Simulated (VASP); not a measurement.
# LiCl: restarted molecular dynamics, 2 variants

LiCl, P6_3mc (no. 186), 8 atoms in the cell. PBE, molecular dynamics; PAW potentials Cl, Li (PBE set).

| Restart from | Temperature at the end (K) | The same without a restart (K) | Potential energy at the end (eV/atom) | The same without a restart (eV/atom) | Electronic steps in the first step after the restart | Time (s) |
|---|---|---|---|---|---|---|
| CONTCAR with velocities, WAVECAR read | 641.0 | 641.0 | -3.60138 | -3.60138 | 4 | 89 |
| CONTCAR with velocities, no WAVECAR | 641.0 | 641.0 | -3.60138 | -3.60138 | 14 | 94 |

Limits: 60 fs of 8 atoms are too short for converged averages; the cell is only 3.9 Å across, so each atom moves in step with near copies of itself.

## Input of the first row

INCAR.step1:
```
  GGA = PE
  PREC = Normal
  ENCUT = 260
  EDIFF = 1E-6
  NELMIN = 4
  NELM = 60
  ALGO = Normal
  LREAL = Auto
  LASPH = True
  ISMEAR = 0
  SIGMA = 0.05
  ISYM = 0
  LWAVE = True
  LCHARG = False
  IBRION = 0
  NSW = 30
  POTIM = 1.0
  TEBEG = 1600
  ISIF = 2
  RANDOM_SEED = 768748 0 0
  MDALGO = 2
  SMASS = -3
  KPAR = 2
```

INCAR.step2, as INCAR.step1 but for:
```
- LWAVE = True
+ LWAVE = False
```

KPOINTS:
```
k-points
0
Gamma
  3 2 2
```

POSCAR.step1:
```
LiCl
1.0
    3.9248822083      0.0000000000      0.0000000000
    0.0000000000      6.7980953986      0.0000000000
    0.0000000000      0.0000000000      6.3571610000
Cl Li
4 4
Direct
    0.0000000000      0.3333333334      0.9989840000
    0.4999999999      0.8333333334      0.9989840000
    0.5000000000      0.1666666666      0.4989840000
    0.0000000001      0.6666666666      0.4989840000
    0.0000000000      0.3333333334      0.3760170000
    0.4999999999      0.8333333334      0.3760170000
    0.5000000000      0.1666666666      0.8760170000
    0.0000000001      0.6666666666      0.8760170000
```

Commands (each step's output is kept before the next begins):
```
cat potpaw_PBE.64/Cl/POTCAR potpaw_PBE.64/Li/POTCAR > POTCAR
cp INCAR.step1 INCAR
cp POSCAR.step1 POSCAR
mpirun -np 2 vasp_std > vasp.out
cp CONTCAR POSCAR
cp INCAR.step2 INCAR
mpirun -np 2 vasp_std > vasp.out
```

Changes of the last row against the first:
```
(step 1)
- LWAVE = True
+ LWAVE = False
```

VASP 6.6.1 took 89 s on 2 cores (AMD EPYC 7R13 (Zen 3)), a shared host.
